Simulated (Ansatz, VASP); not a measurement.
## One calculation of In, two programs

Contents of INCAR:

```
PREC     = Accurate       # precision mode
ENCUT    = 520            # plane-wave cutoff, eV
EDIFF    = 1E-6           # SCF threshold, eV
ISMEAR   = -1             # smearing method
SIGMA    = 0.05           # smearing width, eV
LREAL    = False          # projectors in reciprocal space
LASPH    = True           # aspherical terms in the spheres
NELM     = 80             # most SCF steps
ALGO     = Normal         # electronic algorithm
ISIF     = 2              # what is computed and relaxed
LWAVE    = False          # write WAVECAR
LCHARG   = False          # write CHGCAR
GGA      = PE             # functional
NBANDS   = 12             # bands
```

File KPOINTS:

```
regular mesh
0
Gamma
  15 15 15
```

The input POSCAR:

```
In
1.0
    0.0000000000      2.3754817403      2.3754817403
    2.3754817403      0.0000000000      2.3754817403
    2.3754817403      2.3754817403      0.0000000000
In
1
Direct
    0.0000000000      0.0000000000      0.0000000000
```

Input for Ansatz:

```yaml
crystal:
  lattice:
    - [0.0, 2.3754817403, 2.3754817403]
    - [2.3754817403, 0.0, 2.3754817403]
    - [2.3754817403, 2.3754817403, 0.0]
  atoms:
    - { symbol: In, position: [0.0, 0.0, 0.0] }
kpoints:
  mp_grid: { grid: [15, 15, 15] }
scf:
  occupations: { method: fermi_dirac, width: 0.05 }
hamiltonian:
  xc: pbe
  pseudopotentials: { kind: all_electron, lapw: { basis_error: 0.0005 } }
output:
  forces: true
  stress: true
  eigenvalues: true
```

Change from the starting cell: volume scaled by 0.975.

Alike in both runs: task single point; functional PBE; k mesh 15 × 15 × 15; occupations fermi-dirac, width 0.05 eV; no spin polarisation.

```csv
,VASP,Ansatz
version,VASP 6.6.1,Ansatz 0.2.0
potentials or method,"VASP PAW PBE potentials, release 64 (In_d)","all-electron LAPW, scalar-relativistic"
plane-wave cutoff (eV),520,see its input
```

```csv
,VASP,Ansatz,Ansatz less VASP
pressure (GPa),0.9,0.9,+0.05
```

Ansatz ran all-electron here, so the differences hold the error of VASP's frozen core and of both bases.
